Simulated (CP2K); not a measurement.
# CuO (Tenorite) (Cc) in CP2K: equation of state, part 2 of 2

CP2K 2026.2. The steps go on from the part before.

**6. Single point, PBEsol, 10.57 Å³/atom (volume scaled by 1.04)**

The input, cuo_eos.inp:

```
&GLOBAL
  PROJECT cuo_eos
  RUN_TYPE ENERGY_FORCE
  PRINT_LEVEL LOW
&END GLOBAL
&FORCE_EVAL
  METHOD QS
  STRESS_TENSOR ANALYTICAL
  &DFT
    BASIS_SET_FILE_NAME BASIS_MOLOPT_UZH
    POTENTIAL_FILE_NAME POTENTIAL_UZH
    WFN_RESTART_FILE_NAME previous-RESTART.kp
    &MGRID
      CUTOFF 600
      REL_CUTOFF 60
      NGRIDS 4
    &END MGRID
    &QS
      METHOD GPW
      EPS_DEFAULT 1.0E-10
    &END QS
    &KPOINTS
      SCHEME MONKHORST-PACK 10 10 5
      GAMMA_CENTERED T
      SYMMETRY T
      SYMMETRY_BACKEND SPGLIB
    &END KPOINTS
    &SCF
      SCF_GUESS RESTART
      EPS_SCF 1.0E-6
      MAX_SCF 100
      ADDED_MOS 20
      CHOLESKY OFF
      EPS_EIGVAL 1.0E-7
      &DIAGONALIZATION ON
        ALGORITHM STANDARD
      &END DIAGONALIZATION
      &MIXING ON
        METHOD BROYDEN_MIXING
        ALPHA 0.4
        BETA 1.5
        NBUFFER 8
      &END MIXING
      &SMEAR ON
        METHOD FERMI_DIRAC
        ELECTRONIC_TEMPERATURE [K] 580.226
      &END SMEAR
    &END SCF
    &XC
      &XC_FUNCTIONAL
        &GGA_X_PBE_SOL
        &END GGA_X_PBE_SOL
        &GGA_C_PBE_SOL
        &END GGA_C_PBE_SOL
      &END XC_FUNCTIONAL
    &END XC
    &PRINT
      &KPOINTS ON
      &END KPOINTS
      &MULLIKEN ON
      &END MULLIKEN
      &MO ON
        ENERGIES T
        OCCUPATION_NUMBERS T
        &EACH
          QS_SCF 0
        &END EACH
        ADD_LAST NUMERIC
      &END MO
    &END PRINT
  &END DFT
  &SUBSYS
    &CELL
      A 2.9421987174 0.0000000000 0.0000000000
      B 0.8937217816 2.8031758185 0.0000000000
      C -0.7039468772 -0.5144232954 5.1260155593
      PERIODIC XYZ
    &END CELL
    &COORD
      SCALED
      Cu  0.4968000000 0.0032000000 0.5000000000
      Cu  0.0032000000 0.4968000000 0.0000000000
      O   0.4056000000 0.5714000000 0.7537000000
      O   0.5714000000 0.4056000000 0.2537000000
    &END COORD
    &KIND Cu
      BASIS_SET TZVP-MOLOPT-PBE-GTH-q11
      POTENTIAL GTH-PBE-q11
    &END KIND
    &KIND O
      BASIS_SET TZVP-MOLOPT-PBE-GTH-q6
      POTENTIAL GTH-PBE-q6
    &END KIND
    &PRINT
      &ATOMIC_COORDINATES ON
      &END ATOMIC_COORDINATES
      &CELL ON
      &END CELL
    &END PRINT
  &END SUBSYS
  &PRINT
    &FORCES ON
    &END FORCES
    &STRESS_TENSOR ON
    &END STRESS_TENSOR
  &END PRINT
&END FORCE_EVAL
```

Potentials or basis: POTENTIAL_UZH Cu GTH-PBE-q11, O GTH-PBE-q6; TZVP-MOLOPT-PBE-GTH basis.

Command:

```
> OMP_NUM_THREADS=1 mpirun -n 4 cp2k.psmp -i cuo_eos.inp -o cuo_eos.out
```

cuo_eos.out:

```text

 CP2K| version string:                                       CP2K version 2026.2
 CP2K| Input file name                                               cuo_eos.inp

 GLOBAL| Force Environment number                                              1
 GLOBAL| Basis set file name                                    BASIS_MOLOPT_UZH
 GLOBAL| Potential file name                                       POTENTIAL_UZH
 GLOBAL| MM Potential file name                                     MM_POTENTIAL
 GLOBAL| Coordinate file name                                      __STD_INPUT__
 GLOBAL| Method name                                                        CP2K
 GLOBAL| Project name                                                    cuo_eos
 GLOBAL| Run type                                                   ENERGY_FORCE
 GLOBAL| FFT library                                                       FFTW3
 GLOBAL| Diagonalization library                                       ScaLAPACK
 GLOBAL| Cholesky decomposition library                                ScaLAPACK
 GLOBAL| DGEMM library                                                      BLAS
 GLOBAL| Direct generalized diagonalization requested                          F
 GLOBAL| Matrix multiplication library                                 ScaLAPACK
 GLOBAL| Global print level                                                  LOW
 GLOBAL| Total number of message passing processes                             4
 GLOBAL| Number of threads for this process                                    1
 GLOBAL| CPU model name                                                  UNKNOWN

 CELL| Volume [angstrom^3]:                                            42.276815
 CELL| Vector a [angstrom]:       2.942     0.000     0.000   |a| =     2.942199
 CELL| Vector b [angstrom]:       0.894     2.803     0.000   |b| =     2.942199
 CELL| Vector c [angstrom]:      -0.704    -0.514     5.126   |c| =     5.199635
 CELL| Angle (b,c), alpha [degree]:                                    97.780819
 CELL| Angle (a,c), beta  [degree]:                                    97.780819
 CELL| Angle (a,b), gamma [degree]:                                    72.316432
 CELL| Numerically orthorhombic:                                              NO
 CELL| Periodicity                                                           XYZ

 CELL_REF| Volume [angstrom^3]:                                        42.276815
 CELL_REF| Vector a [angstrom     2.942     0.000     0.000   |a| =     2.942199
 CELL_REF| Vector b [angstrom     0.894     2.803     0.000   |b| =     2.942199
 CELL_REF| Vector c [angstrom    -0.704    -0.514     5.126   |c| =     5.199635
 CELL_REF| Angle (b,c), alpha [degree]:                                97.780819
 CELL_REF| Angle (a,c), beta  [degree]:                                97.780819
 CELL_REF| Angle (a,b), gamma [degree]:                                72.316432
 CELL_REF| Numerically orthorhombic:                                          NO
 CELL_REF| Periodicity                                                       XYZ
[... 9 lines left out ...]
 TOTAL NUMBERS AND MAXIMUM NUMBERS

  Total number of            - Atomic kinds:                                   2
                             - Atoms:                                          4
                             - Shell sets:                                     4
                             - Shells:                                        34
                             - Primitive Cartesian functions:                 22
                             - Cartesian basis functions:                    116
                             - Spherical basis functions:                    102

  Maximum angular momentum of- Orbital basis functions:                        3
                             - Local part of the GTH pseudopotential:          2
                             - Non-local part of the GTH pseudopotential:      4

 MODULE QUICKSTEP: ATOMIC COORDINATES IN ANGSTROM

   Atom Kind Element         X             Y             Z       Z(eff)     Mass
[... 88 lines left out ...]
 Number of occupied orbitals:                                                 17
 Number of molecular orbitals:                                                37

 Number of orbital functions:                                                102
 Number of independent orbital functions:                                    102

 SCF WAVEFUNCTION OPTIMIZATION

  Step     Update method      Time    Convergence         Total energy    Change
  ------------------------------------------------------------------------------
     1 NoMix/Diag. 0.40E+00    6.0     0.26389560      -127.2530028287 -1.27E+02
     2 Broy./Diag. 0.40E+00    4.8     0.10924902      -127.0125604127  2.40E-01
     3 Broy./Diag. 0.40E+00    4.9     0.02426450      -127.1473067881 -1.35E-01
     4 Broy./Diag. 0.40E+00    4.9     0.13879976      -127.1535693133 -6.26E-03
     5 Broy./Diag. 0.40E+00    4.9     0.02682318      -127.2322172861 -7.86E-02
     6 Broy./Diag. 0.40E+00    4.9     0.08997008      -127.1555277828  7.67E-02
     7 Broy./Diag. 0.40E+00    4.9     0.02514682      -127.1828551852 -2.73E-02
     8 Broy./Diag. 0.40E+00    4.8     0.01631924      -127.2680131526 -8.52E-02
     9 Broy./Diag. 0.40E+00    4.8     0.00620195      -127.2861527730 -1.81E-02
    10 Broy./Diag. 0.40E+00    4.9     0.00419563      -127.2672406607  1.89E-02
    11 Broy./Diag. 0.40E+00    4.8     0.00367776      -127.2516891431  1.56E-02
    12 Broy./Diag. 0.40E+00    4.8     0.00080968      -127.2567280093 -5.04E-03
    13 Broy./Diag. 0.40E+00    4.9     0.00101444      -127.2567762166 -4.82E-05
    14 Broy./Diag. 0.40E+00    4.8     0.00017676      -127.2555985003  1.18E-03
    15 Broy./Diag. 0.40E+00    4.8     0.00003994      -127.2556346137 -3.61E-05
    16 Broy./Diag. 0.40E+00    4.8     0.00001868      -127.2556483761 -1.38E-05
    17 Broy./Diag. 0.40E+00    4.8     0.00001072      -127.2557448025 -9.64E-05
    18 Broy./Diag. 0.40E+00    4.8     0.00000397      -127.2557638035 -1.90E-05
    19 Broy./Diag. 0.40E+00    4.8     0.00000360      -127.2557595953  4.21E-06
    20 Broy./Diag. 0.40E+00    4.8     0.00000084      -127.2557677354 -8.14E-06

  *** SCF run converged in    20 steps ***

  Electronic density on regular grids:        -34.0000011511       -0.0000011511
  Core density on regular grids:               33.9999999972       -0.0000000028
  Total charge density on r-space grids:       -0.0000011539
  Total charge density g-space grids:          -0.0000011539

  Overlap energy of the core charge distribution:               0.00000002329309
  Self energy of the core charge distribution:               -212.41984136823689
  Core Hamiltonian energy:                                     67.59153748839351
  Hartree energy:                                              39.53810397499856
  Exchange-correlation energy:                                -21.96485673556902
  Electronic entropic energy:                                  -0.00071111827714
  Fermi energy:                                                 0.19209961547365

  Total energy:                                              -127.25576773544319
  Total energy (extrapolated to T->0):                       -127.25541217630462

 MO| EIGENVALUES AND OCCUPATION NUMBERS FOR K POINT 1
 MO|
 MO|  Index      Eigenvalue [a.u.]        Eigenvalue [eV]             Occupation
 MO|      1              -0.486424             -13.236277               2.000000
 MO|      2              -0.484053             -13.171750               2.000000
 MO|      3              -0.049696              -1.352294               2.000000
 MO|      4              -0.045454              -1.236855               2.000000
 MO|      5              -0.012129              -0.330046               2.000000
 MO|      6              -0.004663              -0.126883               2.000000
[... 588 lines left out ...]
 MO|     36               1.321246              35.952924               0.000000
 MO|     37               1.367583              37.213815               0.000000
 MO| Sum:                                                              34.000001
 MO| E(Fermi):            0.192100 a.u.          5.227296 eV

 [... the levels of further k-points ...]

 !-----------------------------------------------------------------------------!
                     Mulliken Population Analysis

 #  Atom  Element  Kind  Atomic population                           Net charge
       1     Cu       1         10.199717                              0.800283
       2     Cu       1         10.199716                              0.800284
       3     O        2          6.800282                             -0.800282
       4     O        2          6.800285                             -0.800285
 # Total charge                             34.000000                  0.000000

 !-----------------------------------------------------------------------------!

 ENERGY| Total FORCE_EVAL ( QS ) energy [hartree]           -127.255766810004161

 FORCES| Atomic forces [hartree/bohr]
 FORCES|   Atom     x               y               z               |f|
 FORCES|      1 -5.45414818E-03 -1.12591162E-02  4.25466162E-03   1.32142944E-02
 FORCES|      2 -1.23839818E-02 -1.77627271E-03  4.25488531E-03   1.32144693E-02
 FORCES|      3  1.34272470E-02  5.37903641E-04 -5.09690558E-03   1.43721519E-02
 FORCES|      4  4.59126094E-03  1.26292987E-02 -5.09669124E-03   1.43720258E-02
 FORCES| Sum     1.80377965E-04  1.31813468E-04 -1.68404989E-03
 FORCES| Total atomic force                                       1.69880400E-03

 STRESS| Analytical stress tensor [bar]
 STRESS|                        x                   y                   z
 STRESS|      x       -5.06501772919E+04  -1.67679566357E+04  -6.09603318350E+03
 STRESS|      y       -1.67679566357E+04  -3.99580560786E+04  -4.45502988005E+03
 STRESS|      z       -6.09603318350E+03  -4.45502988005E+03  -7.72850426127E+04
 STRESS| 1/3 Trace                                            -5.59644253277E+04
 STRESS| Determinant                                          -1.33106648319E+14

 STRESS| Eigenvectors and eigenvalues of the analytical stress tensor [bar]
 STRESS|                        1                   2                   3
 STRESS| Eigenvalues  -8.05210011809E+04  -5.96677244121E+04  -2.77045503902E+04
 STRESS|      x           0.318050164955      0.742108733090     -0.590015864908
 STRESS|      y           0.232425374645      0.542307261689      0.807391651642
 STRESS|      z           0.919142283759     -0.393925706435     -0.000003986279
```

Wall time 1.8 min (4 MPI ranks of Arm Neoverse V1, shared host).

Results:

```
Free energy            : -3462.8055 eV
Pressure               : -5.6 GPa
Band gap on the k mesh : none (metal or under the smearing width)
Mulliken charges       : Cu +0.80; O -0.80 e
```

Caveat: the forces don't sum to zero, a sign of grid noise; Mulliken charges move with the basis; the potentials were made for another functional, which shifts forces and pressure; the basis of atomic orbitals isn't converged, which shifts pressures, moduli and gaps; the run has no spin polarisation, though such a crystal can be magnetic; semilocal functionals often make such compounds metallic where correlation or magnetic order opens a gap, which also shifts bond lengths.

**7. Single point, PBEsol, 9.55 Å³/atom (volume scaled by 0.94)**

cuo_eos.inp: that of step 6 with these lines changed.

```diff
@@ -73,5 +73,5 @@
     &CELL
-      A 2.9421987174 0.0000000000 0.0000000000
-      B 0.8937217816 2.8031758185 0.0000000000
-      C -0.7039468772 -0.5144232954 5.1260155593
+      A 2.8447024049 0.0000000000 0.0000000000
+      B 0.8641063183 2.7102863397 0.0000000000
+      C -0.6806200284 -0.4973767329 4.9561536082
       PERIODIC XYZ
```

Command:

```
> OMP_NUM_THREADS=1 mpirun -n 4 cp2k.psmp -i cuo_eos.inp -o cuo_eos.out
```

Run time: 70 s. Hardware: 4 MPI ranks of Arm Neoverse V1, shared host.

Results (log left out):

```yaml
Free_energy: -3462.7153 eV
Pressure: 14.6 GPa
Largest_force: 1.026 eV/Å
Band_gap_on_the_k_mesh: none (metal or under the smearing width)
Mulliken_charges: Cu +0.78; O -0.78 e
```

Caveat: Mulliken charges move with the basis; the potentials were made for another functional, which shifts forces and pressure; the basis of atomic orbitals isn't converged, which shifts pressures, moduli and gaps; the run has no spin polarisation, though such a crystal can be magnetic; semilocal functionals often make such compounds metallic where correlation or magnetic order opens a gap, which also shifts bond lengths.

**8. Single point, PBEsol, 10.77 Å³/atom (volume scaled by 1.06)**

cuo_eos.inp: that of step 7 with these lines changed.

```diff
@@ -73,5 +73,5 @@
     &CELL
-      A 2.8447024049 0.0000000000 0.0000000000
-      B 0.8641063183 2.7102863397 0.0000000000
-      C -0.6806200284 -0.4973767329 4.9561536082
+      A 2.9609393419 0.0000000000 0.0000000000
+      B 0.8994144305 2.8210309230 0.0000000000
+      C -0.7084307362 -0.5176999652 5.1586662202
       PERIODIC XYZ
```

Command:

```
> OMP_NUM_THREADS=1 mpirun -n 4 cp2k.psmp -i cuo_eos.inp -o cuo_eos.out
```

It took 1.8 min on 4 MPI ranks of Arm Neoverse V1, shared host.

Results (log left out):

- Free energy: -3462.7698 eV
- Pressure: -8.4 GPa
- Band gap on the k mesh: none (metal or under the smearing width)
- Mulliken charges: Cu +0.80; O -0.80 e

Caveat: the forces don't sum to zero, a sign of grid noise; Mulliken charges move with the basis; the potentials were made for another functional, which shifts forces and pressure; the basis of atomic orbitals isn't converged, which shifts pressures, moduli and gaps; the run has no spin polarisation, though such a crystal can be magnetic; semilocal functionals often make such compounds metallic where correlation or magnetic order opens a gap, which also shifts bond lengths.

**9. Equation of state, PBEsol**

Potentials or basis: POTENTIAL_UZH Cu GTH-PBE-q11, O GTH-PBE-q6; TZVP-MOLOPT-PBE-GTH basis.

No new run: the results of the series are fitted here.

What came out:

```
Equilibrium volume                        : 10.22 Å³/atom
Bulk modulus at fixed shape and positions : 183 GPa
Pressure derivative of the bulk modulus   : 4.9 (rough: it moves with the points fitted)
```

Energy against volume, from the lowest point:
```tsv
volume (Å³/atom)	energy (meV/atom)
9.553	28.64
9.756	13.31
9.959	3.98
10.163	0.00
10.366	0.98
10.569	6.09
10.772	15.03
```

Caveat: the cell was scaled at fixed shape and fractional positions, which overstates the stiffness of a crystal with free parameters, most of all of layers and chains; the potentials were made for another functional, which shifts forces and pressure; the basis of atomic orbitals isn't converged, which shifts pressures, moduli and gaps; the run has no spin polarisation, though such a crystal can be magnetic.
